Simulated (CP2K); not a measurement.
# TiNi under changes of volume

One of the cells (13.403 Å³/atom); the others are scaled copies at fixed shape and fractional positions:

```
CELL_PARAMETERS angstrom
2.73580 0.00000 0.00000
0.00000 2.73580 0.00000
0.00000 0.00000 3.58141
ATOMIC_POSITIONS crystal
Ni 0.00000 0.00000 0.00000
Ti 0.50000 0.50000 0.50000
```

The cell comes from a database or a generator and needn't be the stable form of this composition.

- Program: CP2K 2026.2
- Functional: PBEsol
- Potentials or basis: GTH_POTENTIALS Ni GTH-PBE-q18, Ti GTH-PBE-q12; TZVP-MOLOPT-SR-GTH basis
- Density cutoff: 8163 eV
- k mesh: 10 × 10 × 8
- Occupations: fermi-dirac, width 0.05 eV
- Spin: collinear spin, ferromagnetic start
- Starting moments: [1.0, 1.0] μB

```csv
volume (Å³/atom),energy over the lowest point (meV/atom),pressure (GPa)
12.599,4.41,4.7
12.867,0.00,0.8
13.135,2.58,-2.8
13.403,?,?
13.671,22.40,-8.7
13.939,39.28,-11.3
14.207,60.17,-13.5
```

What does the run at 13.403 Å³/atom give?

Energy over the lowest point 10.00 meV/atom; pressure -5.9 GPa.

Worked out: A Birch-Murnaghan fit of order 3 (a polynomial in V^(-2/3)) to the other rows has its minimum at 12.91 Å³/atom with B0 = V·E''(V) = 175 GPa and B' = 4.5 at fixed shape and positions, which overstates the stiffness. It gives 9.94 meV/atom at 13.403 Å³/atom, against the run's 10.00, and -dE/dV = -6.1 GPa, against -5.9.

Energies are extrapolated to zero smearing.

Caveats: the potentials were made for another functional, which shifts forces and pressure; the basis of atomic orbitals isn't converged, which shifts pressures, moduli and gaps; the total moment is fixed, so each spin has its own Fermi level.
